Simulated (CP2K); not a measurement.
# Sb (R-3m) in CP2K: relaxation of cell and atoms with PBEsol

Aim: the relaxation of cell and atoms of Sb with PBEsol.

Program: CP2K 2026.2. These are calculated values, not measurements. Logs are shortened: lines on timing, memory, paths and dates and some standing lists are left out, and cuts for length are marked.

## Step 1: The crystal as given

Symmetry: R-3m, No. 166, trigonal system. The conventional cell has a = 4.308 Å, b = 4.308 Å, c = 11.274 Å, α = 90.00°, β = 90.00°, γ = 120.00°. Sb (site symmetry 3m) has 3 Sb at 2.91 Å as nearest neighbours.

## Step 2: Relaxation of cell and atoms, PBEsol

Input file sb_vcrelax.inp:

```
&GLOBAL
  PROJECT sb_vcrelax
  RUN_TYPE CELL_OPT
  PRINT_LEVEL LOW
&END GLOBAL
&FORCE_EVAL
  METHOD QS
  STRESS_TENSOR ANALYTICAL
  &DFT
    BASIS_SET_FILE_NAME BASIS_MOLOPT_UZH
    POTENTIAL_FILE_NAME POTENTIAL_UZH
    &MGRID
      CUTOFF 450
      REL_CUTOFF 60
      NGRIDS 5
    &END MGRID
    &QS
      METHOD GPW
      EPS_DEFAULT 1.0E-9
      EXTRAPOLATION USE_PREV_P
    &END QS
    &KPOINTS
      SCHEME MONKHORST-PACK 6 6 6
      GAMMA_CENTERED T
    &END KPOINTS
    &SCF
      SCF_GUESS ATOMIC
      EPS_SCF 1.0E-6
      MAX_SCF 100
      ADDED_MOS 10
      CHOLESKY OFF
      EPS_EIGVAL 1.0E-7
      &DIAGONALIZATION ON
        ALGORITHM STANDARD
      &END DIAGONALIZATION
      &MIXING ON
        METHOD BROYDEN_MIXING
        ALPHA 0.4
        BETA 1.5
        NBUFFER 8
      &END MIXING
      &SMEAR ON
        METHOD FERMI_DIRAC
        ELECTRONIC_TEMPERATURE [K] 1160.452
      &END SMEAR
    &END SCF
    &XC
      &XC_FUNCTIONAL
        &GGA_X_PBE_SOL
        &END GGA_X_PBE_SOL
        &GGA_C_PBE_SOL
        &END GGA_C_PBE_SOL
      &END XC_FUNCTIONAL
    &END XC
    &PRINT
      &KPOINTS ON
      &END KPOINTS
      &MULLIKEN ON
        &EACH
          CELL_OPT 0
        &END EACH
        ADD_LAST NUMERIC
      &END MULLIKEN
      &MO ON
        ENERGIES T
        OCCUPATION_NUMBERS T
        &EACH
          QS_SCF 0
          CELL_OPT 0
        &END EACH
        ADD_LAST NUMERIC
      &END MO
    &END PRINT
  &END DFT
  &SUBSYS
    &CELL
      A 4.5066618304 0.0000000000 0.0000000000
      B 2.4472316736 3.7843173743 0.0000000000
      C 2.4472316736 1.3317864784 3.5422313258
      PERIODIC XYZ
    &END CELL
    &COORD
      SCALED
      Sb  0.7665100000 0.7665100000 0.7665100000
      Sb  0.2334900000 0.2334900000 0.2334900000
    &END COORD
    &KIND Sb
      BASIS_SET TZVP-MOLOPT-PBE-GTH-q5
      POTENTIAL GTH-PBE-q5
    &END KIND
    &PRINT
      &ATOMIC_COORDINATES ON
      &END ATOMIC_COORDINATES
      &CELL ON
      &END CELL
    &END PRINT
  &END SUBSYS
  &PRINT
    &FORCES ON
    &END FORCES
    &STRESS_TENSOR ON
    &END STRESS_TENSOR
  &END PRINT
&END FORCE_EVAL
&MOTION
  &CELL_OPT
    OPTIMIZER LBFGS
    MAX_ITER 40
    MAX_FORCE [eV*angstrom^-1] 0.02
    RMS_FORCE [eV*angstrom^-1] 0.02
    MAX_DR 1.0E-2
    RMS_DR 1.0E-2
    EXTERNAL_PRESSURE [bar] 0.0
    PRESSURE_TOLERANCE [bar] 100
    KEEP_ANGLES T
  &END CELL_OPT
  &PRINT
    &TRAJECTORY ON
    &END TRAJECTORY
    &CELL ON
    &END CELL
    &FORCES ON
    &END FORCES
    &STRESS ON
    &END STRESS
    &RESTART OFF
    &END RESTART
    &RESTART_HISTORY OFF
    &END RESTART_HISTORY
  &END PRINT
&END MOTION
```

Potentials or basis: POTENTIAL_UZH Sb GTH-PBE-q5; TZVP-MOLOPT-PBE-GTH basis.

Run with:

```
$ OMP_NUM_THREADS=2 cp2k.psmp -i sb_vcrelax.inp -o sb_vcrelax.out
```

sb_vcrelax.out:

```text

 CP2K| version string:                                       CP2K version 2026.2
 CP2K| Input file name                                            sb_vcrelax.inp

 GLOBAL| Force Environment number                                              1
 GLOBAL| Basis set file name                                    BASIS_MOLOPT_UZH
 GLOBAL| Potential file name                                       POTENTIAL_UZH
 GLOBAL| MM Potential file name                                     MM_POTENTIAL
 GLOBAL| Coordinate file name                                      __STD_INPUT__
 GLOBAL| Method name                                                        CP2K
 GLOBAL| Project name                                                 sb_vcrelax
 GLOBAL| Run type                                                       CELL_OPT
 GLOBAL| FFT library                                                       FFTW3
 GLOBAL| Diagonalization library                                       ScaLAPACK
[... 7 lines left out ...]
 GLOBAL| CPU model name                                                  UNKNOWN

 CELL| Volume [angstrom^3]:                                            60.411475
 CELL| Vector a [angstrom]:       4.507     0.000     0.000   |a| =     4.506662
 CELL| Vector b [angstrom]:       2.447     3.784     0.000   |b| =     4.506662
 CELL| Vector c [angstrom]:       2.447     1.332     3.542   |c| =     4.506662
 CELL| Angle (b,c), alpha [degree]:                                    57.110173
 CELL| Angle (a,c), beta  [degree]:                                    57.110173
 CELL| Angle (a,b), gamma [degree]:                                    57.110173
 CELL| Numerically orthorhombic:                                              NO
 CELL| Periodicity                                                           XYZ

 CELL_REF| Volume [angstrom^3]:                                        60.411475
 CELL_REF| Vector a [angstrom     4.507     0.000     0.000   |a| =     4.506662
 CELL_REF| Vector b [angstrom     2.447     3.784     0.000   |b| =     4.506662
 CELL_REF| Vector c [angstrom     2.447     1.332     3.542   |c| =     4.506662
 CELL_REF| Angle (b,c), alpha [degree]:                                57.110173
 CELL_REF| Angle (a,c), beta  [degree]:                                57.110173
 CELL_REF| Angle (a,b), gamma [degree]:                                57.110173
 CELL_REF| Numerically orthorhombic:                                          NO
 CELL_REF| Periodicity                                                       XYZ
[... 9 lines left out ...]
 TOTAL NUMBERS AND MAXIMUM NUMBERS

  Total number of            - Atomic kinds:                                   1
                             - Atoms:                                          2
                             - Shell sets:                                     2
                             - Shells:                                        14
                             - Primitive Cartesian functions:                  8
                             - Cartesian basis functions:                     36
                             - Spherical basis functions:                     34

  Maximum angular momentum of- Orbital basis functions:                        2
                             - Local part of the GTH pseudopotential:          0
                             - Non-local part of the GTH pseudopotential:      4

 MODULE QUICKSTEP: ATOMIC COORDINATES IN ANGSTROM

   Atom Kind Element         X             Y             Z       Z(eff)     Mass
      1    1 Sb   51      7.206056      3.921545      2.715156   5.0000 121.7600
      2    1 Sb   51      2.195069      1.194559      0.827076   5.0000 121.7600

 SCF PARAMETERS         Density guess:                                    ATOMIC
                        --------------------------------------------------------
                        max_scf:                                             100
[... 7 lines left out ...]
                        --------------------------------------------------------
                        level_shift [a.u.]:                             0.000000
                        added MOs                                        10    0
                        --------------------------------------------------------
                        Mixing method:                            BROYDEN_MIXING
                                                charge density mixing in g-space
                        --------------------------------------------------------
                        Smear method:                                FERMI_DIRAC
                        Electronic temperature [K]:                       1160.5
                        Electronic temperature [a.u.]:                  3.67E-03
[... 458 lines left out ...]
 OPT| Maximum gradient is converged                                           NO
 OPT|
 OPT| RMS gradient                                                  0.0008241100
 OPT| Convergence limit for RMS gradient                            0.0003889381
 OPT| RMS gradient is converged                                               NO
 OPT|
 OPT| Pressure deviation [bar]                                   6391.5739990797
 OPT| Pressure tolerance [bar]                                    100.0000000000
 OPT| Pressure is converged                                                   NO
 OPT| **************************************************************************
[... 191 lines left out ...]
 OPT| **************************************************************************
 OPT| Step number                                                              4
 OPT| Optimization method                                                  LBFGS
 OPT| Total energy [hartree]                                      -11.0430507712
 OPT| Internal pressure [bar]                                     153.7313975884
 OPT| Effective energy change [hartree]                            -0.0000046202
 OPT| Decrease in energy                                                     YES
 OPT|
 OPT| Maximum step size                                             0.0078421394
 OPT| Convergence limit for maximum step size                       0.0100000000
 OPT| Maximum step size is converged                                         YES
 OPT|
 OPT| RMS step size                                                 0.0039658563
 OPT| Convergence limit for RMS step size                           0.0100000000
 OPT| RMS step size is converged                                             YES
 OPT|
 OPT| Maximum gradient                                              0.0000334210
 OPT| Convergence limit for maximum gradient                        0.0003889381
 OPT| Maximum gradient is converged                                          YES
 OPT|
 OPT| RMS gradient                                                  0.0000208066
 OPT| Convergence limit for RMS gradient                            0.0003889381
 OPT| RMS gradient is converged                                              YES
 OPT|
 OPT| Pressure deviation [bar]                                    153.7313975884
 OPT| Pressure tolerance [bar]                                    100.0000000000
 OPT| Pressure is converged                                                   NO
 OPT| **************************************************************************
[... 78 lines left out ...]
 OPT| **************************************************************************
 OPT| Step number                                                              5
 OPT| Optimization method                                                  LBFGS
 OPT| Total energy [hartree]                                      -11.0430508077
 OPT| Internal pressure [bar]                                       0.6539444683
 OPT| Effective energy change [hartree]                            -0.0000000364
 OPT| Decrease in energy                                                     YES
 OPT|
 OPT| Maximum step size                                             0.0006936913
 OPT| Convergence limit for maximum step size                       0.0100000000
 OPT| Maximum step size is converged                                         YES
 OPT|
 OPT| RMS step size                                                 0.0003542519
 OPT| Convergence limit for RMS step size                           0.0100000000
 OPT| RMS step size is converged                                             YES
 OPT|
 OPT| Maximum gradient                                              0.0000002449
 OPT| Convergence limit for maximum gradient                        0.0003889381
 OPT| Maximum gradient is converged                                          YES
 OPT|
 OPT| RMS gradient                                                  0.0000001302
 OPT| Convergence limit for RMS gradient                            0.0003889381
 OPT| RMS gradient is converged                                              YES
 OPT|
 OPT| Pressure deviation [bar]                                      0.6539444683
 OPT| Pressure tolerance [bar]                                    100.0000000000
 OPT| Pressure is converged                                                  YES
 OPT| **************************************************************************

 *******************************************************************************
 ***                    GEOMETRY OPTIMIZATION COMPLETED                      ***
 *******************************************************************************

 write_final_structure: Optimization converged, writing XYZ file gladly:
  sb_vcrelax-FINAL-1_5.xyz

 write_final_structure: Optimization converged, writing CIF file gladly:
  sb_vcrelax-FINAL-1_5.cif

 write_final_structure: Done!

                    Reevaluating energy at the minimum

 CELL| Volume [angstrom^3]:                                            62.984060
 CELL| Vector a [angstrom]:       4.570     0.000     0.000   |a| =     4.569742
 CELL| Vector b [angstrom]:       2.481     3.837     0.000   |b| =     4.569747
 CELL| Vector c [angstrom]:       2.481     1.350     3.592   |c| =     4.569748
 CELL| Angle (b,c), alpha [degree]:                                    57.110173
 CELL| Angle (a,c), beta  [degree]:                                    57.110173
 CELL| Angle (a,b), gamma [degree]:                                    57.110173
 CELL| Numerically orthorhombic:                                              NO
 CELL| Periodicity                                                           XYZ
[... 314 lines left out ...]
 MO|      4               0.087726               2.387156               2.000000
 MO|      5               0.125071               3.403367               2.000000
 MO|      6               0.243897               6.636763               0.000000
 MO|      7               0.275906               7.507790               0.000000
 MO|      8               0.287096               7.812268               0.000000
 MO|      9               0.359511               9.782782               0.000000
 MO|     10               0.484593              13.186460               0.000000
 MO|     11               0.504862              13.737998               0.000000
 MO|     12               0.545872              14.853925               0.000000
 MO|     13               0.576664              15.691834               0.000000
 MO|     14               0.669161              18.208810               0.000000
 MO|     15               0.736328              20.036494               0.000000
 MO| Sum:                                                              10.000000
 MO| E(Fermi):            0.183105 a.u.          4.982535 eV

 [... the levels of further k-points ...]

 !-----------------------------------------------------------------------------!
                     Mulliken Population Analysis

 #  Atom  Element  Kind  Atomic population                           Net charge
       1     Sb       1          5.000003                             -0.000003
       2     Sb       1          4.999997                              0.000003
 # Total charge                             10.000000                  0.000000

 !-----------------------------------------------------------------------------!

 ENERGY| Total FORCE_EVAL ( QS ) energy [hartree]            -11.043049572482612
```

Run time: 55 s. Hardware: 2 threads of Arm Neoverse V1, shared host; peak memory 0.35 GiB.

What came out:

```yaml
Free_energy: -300.4967 eV
Relaxed_volume: 31.49 Å³/atom
Relaxed_cell: a = 4.570 Å, b = 4.570 Å, c = 4.570 Å, α = 57.11°, β = 57.11°, γ = 57.11°
Space_group_after_relaxing_to_0.05_Å: R-3m (No. 166)
Pressure_after_relaxing: 0.0 GPa
Band_gap_on_the_k_mesh: none (metal or under the smearing width)
```

Step by step:
```csv
step,energy change (eV),largest force (eV/Å),volume (Å³)
1,0.0000,0.1493,61.50
2,-0.0035,0.0803,61.78
3,-0.0071,0.0229,62.80
4,-0.0073,0.0021,62.97
5,-0.0073,0.0000,62.98
6,-0.0072,0.0000,62.98
```

Final structure:
```
Sb
1.0
     4.56974    0.00000    0.00000
     2.48149    3.83729    0.00000
     2.48149    1.35043    3.59182
Sb
2
Direct
  0.76624 0.76624 0.76624
  0.23376 0.23376 0.23376
```

Caveat: the printed path begins after the first move; the potentials were made for another functional, which shifts forces and pressure; the basis of atomic orbitals isn't converged, which shifts pressures, moduli and gaps. Zero-point motion and thermal expansion aren't in these numbers.
